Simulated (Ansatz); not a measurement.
# A Ca vacancy in rocksalt CaO, 63 atoms, charge 0

Wanted: geometry, formation energy and gap levels of the defect, compared across PBEsol and HSE06.

Program: Ansatz 0.2.0, PAW, plane waves. These are calculated values, not measurements.

## Step 1: The system as built

63 atoms (32 O, 31 Ca); a = 9.535 Å, b = 9.535 Å, c = 9.535 Å, α = 90.00°, β = 90.00°, γ = 90.00°. All atoms were shaken off their sites by about 0.02 Å along each axis; atoms next to an added one may be pushed further to make room. Defect site 1: (0.500, 0.500, 0.500). Starting moments add up to 2 μB.

The runs, in order: (2) PBEsol relaxation at the single k point (¼, ¼, ¼), on 1 × NVIDIA GB300 Max-Q with 8 threads of Arm Neoverse-V2; (3) HSE06 single point at the single k point (¼, ¼, ¼), on 1 × NVIDIA GB300 Max-Q with 8 threads of Arm Neoverse-V2.

## Step 2: Relaxation of the positions (PBEsol)

Contents of in.yaml:

```yaml
crystal:
  lattice:
    - [9.535200, 0.000000, 0.000000]
    - [0.000000, 9.535200, 0.000000]
    - [0.000000, 0.000000, 9.535200]
  atoms:
    - { symbol: O, position: [0.249904, 0.994070, 0.001896] }
    - { symbol: O, position: [0.247107, 0.999687, 0.499934] }
    - { symbol: O, position: [0.252790, 0.496373, 0.005569] }
    - { symbol: O, position: [0.250237, 0.500167, 0.500250], spin: 0.333 }
    - { symbol: O, position: [0.747399, 0.000631, 0.998617] }
    - { symbol: O, position: [0.755170, 0.998377, 0.501404] }
    - { symbol: O, position: [0.749381, 0.499801, 0.996888] }
    - { symbol: O, position: [0.747258, 0.504118, 0.501837], spin: 0.333 }
    - { symbol: O, position: [0.001852, 0.251364, 0.999670] }
    - { symbol: O, position: [0.997286, 0.250714, 0.498426] }
    - { symbol: O, position: [0.999732, 0.747981, 0.003245] }
    - { symbol: O, position: [0.001439, 0.749635, 0.502188] }
    - { symbol: O, position: [0.500178, 0.249779, 0.002429] }
    - { symbol: O, position: [0.498680, 0.255214, 0.495976], spin: 0.333 }
    - { symbol: O, position: [0.500582, 0.751253, 0.998741] }
    - { symbol: O, position: [0.502930, 0.754697, 0.497192], spin: 0.333 }
    - { symbol: O, position: [0.997181, 0.996583, 0.252867] }
    - { symbol: O, position: [0.997767, 0.996172, 0.750681] }
    - { symbol: O, position: [0.003422, 0.498328, 0.250027] }
    - { symbol: O, position: [0.001994, 0.496731, 0.753290] }
    - { symbol: O, position: [0.501361, 0.000490, 0.248808] }
    - { symbol: O, position: [0.500627, 0.999319, 0.752226] }
    - { symbol: O, position: [0.496067, 0.498424, 0.246438], spin: 0.333 }
    - { symbol: O, position: [0.500911, 0.498008, 0.752019], spin: 0.333 }
    - { symbol: O, position: [0.245258, 0.252646, 0.248549] }
    - { symbol: O, position: [0.251972, 0.248111, 0.747101] }
    - { symbol: O, position: [0.246202, 0.748565, 0.250752] }
    - { symbol: O, position: [0.246325, 0.749519, 0.753144] }
    - { symbol: O, position: [0.749181, 0.254165, 0.251354] }
    - { symbol: O, position: [0.750334, 0.248106, 0.749401] }
    - { symbol: O, position: [0.748305, 0.745024, 0.248386] }
    - { symbol: O, position: [0.751591, 0.745670, 0.749900] }
    - { symbol: Ca, position: [0.998957, 0.999902, 0.999125] }
    - { symbol: Ca, position: [0.998394, 0.997610, 0.503939] }
    - { symbol: Ca, position: [0.002282, 0.498871, 0.000107] }
    - { symbol: Ca, position: [0.001148, 0.502140, 0.500063] }
    - { symbol: Ca, position: [0.500358, 0.002066, 0.002146] }
    - { symbol: Ca, position: [0.502768, 0.996862, 0.501646] }
    - { symbol: Ca, position: [0.497981, 0.500390, 0.997835] }
    - { symbol: Ca, position: [0.252334, 0.245868, 0.998186] }
    - { symbol: Ca, position: [0.252427, 0.248444, 0.498337] }
    - { symbol: Ca, position: [0.251776, 0.750605, 0.001498] }
    - { symbol: Ca, position: [0.253631, 0.752751, 0.501768] }
    - { symbol: Ca, position: [0.749365, 0.250626, 0.997735] }
    - { symbol: Ca, position: [0.750427, 0.249549, 0.502124] }
    - { symbol: Ca, position: [0.749745, 0.752822, 0.996913] }
    - { symbol: Ca, position: [0.749535, 0.750115, 0.497315] }
    - { symbol: Ca, position: [0.249646, 0.000220, 0.252011] }
    - { symbol: Ca, position: [0.250792, 0.003404, 0.749367] }
    - { symbol: Ca, position: [0.248822, 0.500160, 0.247603] }
    - { symbol: Ca, position: [0.248186, 0.499986, 0.751181] }
    - { symbol: Ca, position: [0.751613, 0.998813, 0.250581] }
    - { symbol: Ca, position: [0.749025, 0.000534, 0.749550] }
    - { symbol: Ca, position: [0.752284, 0.500306, 0.252582] }
    - { symbol: Ca, position: [0.751400, 0.500839, 0.748807] }
    - { symbol: Ca, position: [0.001578, 0.251587, 0.251211] }
    - { symbol: Ca, position: [0.000705, 0.249638, 0.750305] }
    - { symbol: Ca, position: [0.999556, 0.748813, 0.249388] }
    - { symbol: Ca, position: [0.001492, 0.747065, 0.747829] }
    - { symbol: Ca, position: [0.500825, 0.246618, 0.248794] }
    - { symbol: Ca, position: [0.501172, 0.250181, 0.748801] }
    - { symbol: Ca, position: [0.502932, 0.749477, 0.249778] }
    - { symbol: Ca, position: [0.499493, 0.749972, 0.745141] }
  symmetry: { detect: false }
kpoints:
  mp_grid: { grid: [1, 1, 1], shift: [0.25, 0.25, 0.25] }
hamiltonian:
  xc: pbesol
magnetization:
  spin_polarized: true
scf:
  occupations: { method: fermi_dirac, width: 0.01 }
relax:
  f_tol: 0.03
  max_steps: 80
  escape_saddle: false
  adjacent_minimum: "off"
output:
  forces: true
  eigenvalues: true
  populations: true
```

Launch:

```sh
$ ansatz run in.yaml --threads 8 --pin off --max-ram 118750MiB --runs-dir r --events-out ev --progress --plain --backend cuda --devices 0,
```

The runs that follow: HSE06 single point.

Before running it: what results should come out? Wanted: for each run, formation energy; host gap; top filled to lowest empty; moment.

**Answer**, as computed:

| level | time | formation energy (eV) | host gap (eV) | top filled to lowest empty (eV) | moment (μB) |
| --- | --- | --- | --- | --- | --- |
| PBEsol, relaxation | 6.7 s (GPU) | 8.61 | 3.48 | 0.18 | 2.00 |
| HSE06 | 47 s (GPU) | 9.60 | 5.28 | 0.83 | 2.00 |

| quantity | value |
| --- | --- |
| relaxation | 4 recorded steps, 1.08 eV gained |
| largest shift | 0.21 Å (O14) |
| largest local moment | +0.34 μB on O |

**What this shows.** The relaxation lowers the energy by 1.08 eV; the largest shift is 0.21 Å (O14). Part of this undoes the random shake of the start. The formation energy goes from 8.61 eV (PBEsol) to 9.60 eV (HSE06). The reservoirs are the elements' reference phases; where the defect changes the composition, the value depends on that choice. HSE06 puts 2 localised levels over 0.1 eV inside the gap, at 0.58 (empty), 0.58 (empty) eV, the tightest of them shared by about 6 atoms. The host's edges were read at Γ, so band-like levels at this k point need not coincide with them. One k point and a cell of this size can leave errors of several tenths of an eV.
